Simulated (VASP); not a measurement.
Set up this calculation in VASP 6.6.1, as the native input.

- Task: evGW0 quasiparticle levels
- Functional: PBE
- Potentials or basis: VASP PAW PBE potentials, release 64 (Al_GW, As_GW)
- Cutoff: 500 eV
- k mesh: 4 × 4 × 4
- Occupations: gaussian, width 0.01 eV
- Spin: no spin polarisation
- GW scheme: evGW0
- GW iterations: 4
- Cutoff of the response function: 150
- Frequency points: 48
- Empty bands: 170
- Further INCAR settings: ALGO = EVGW0; EDIFF = 1e-08; NBANDS = 174

AlAs:

```
CELL_PARAMETERS angstrom
0.00000 2.84088 2.84088
2.84088 0.00000 2.84088
2.84088 2.84088 0.00000
ATOMIC_POSITIONS crystal
Al 0.00000 0.00000 0.00000
As 0.25000 0.25000 0.25000
```

One way to write it, as run:

POSCAR

```
AlAs                                    
1.0
    0.0000000000      2.8408844733      2.8408844733
    2.8408844733      0.0000000000      2.8408844733
    2.8408844733      2.8408844733      0.0000000000
  Al              As            
     1     1
Direct
     0.0000000000000000    0.0000000000000000    0.0000000000000000
     0.2500000000000000    0.2500000000000000    0.2500000000000000
```

INCAR.step1

```
SYSTEM = AlAs
PREC = Accurate
ENCUT = 500
EDIFF = 1E-8
ISMEAR = 0
SIGMA = 0.01
LREAL = .False.
LASPH = .True.
NELM = 80
ALGO = Fast
LWAVE = .True.
LCHARG = .False.
GGA = PE
KPAR = 4
```

INCAR.step2

```
SYSTEM = AlAs
PREC = Accurate
ENCUT = 500
EDIFF = 1E-8
ISMEAR = 0
SIGMA = 0.01
LREAL = .False.
LASPH = .True.
NELM = 1
ALGO = Exact
LWAVE = .True.
LCHARG = .False.
GGA = PE
KPAR = 4
NBANDS = 174
LOPTICS = .True.
ISTART = 1
```

INCAR.step3

```
SYSTEM = AlAs
PREC = Accurate
ENCUT = 500
EDIFF = 1E-8
ISMEAR = 0
SIGMA = 0.01
LREAL = .False.
LASPH = .True.
ALGO = EVGW0
LWAVE = .False.
LCHARG = .False.
GGA = PE
KPAR = 4
NELMGW = 4
NBANDS = 174
ENCUTGW = 150
NOMEGA = 48
PRECFOCK = Fast
ISTART = 1
NBANDSGW = 12
```

KPOINTS

```
Automatic mesh
0
Gamma
  4 4 4
  0 0 0
```

Potentials or basis: VASP PAW PBE potentials, release 64 (Al_GW, As_GW).

Launch:

```bash
$ cat potpaw_PBE.64/Al_GW/POTCAR potpaw_PBE.64/As_GW/POTCAR > POTCAR
$ cp INCAR.step1 INCAR
$ mpirun -np 4 vasp_std > vasp.out
$ cp INCAR.step2 INCAR
$ mpirun -np 4 vasp_std > vasp.out
$ cp INCAR.step3 INCAR
$ mpirun -np 4 vasp_std > vasp.out
```

Results of the run:

The band gap on the k mesh, mean-field level is 1.43 eV, indirect (least direct gap 1.95 eV), the quasiparticle gap is 2.15 eV and the least direct quasiparticle gap is 3.12 eV.

Caveat: the k mesh is coarse (spacing up to 0.48 Å⁻¹), so the values aren't converged; bands, screening cutoff and mesh are small and nothing is extrapolated, so the quasiparticle values aren't converged.

It took 91 s on 4 MPI ranks on Intel(R) Xeon(R) 6975P-C (Granite Rapids) (shared host), peak memory 0.48 GiB a rank.
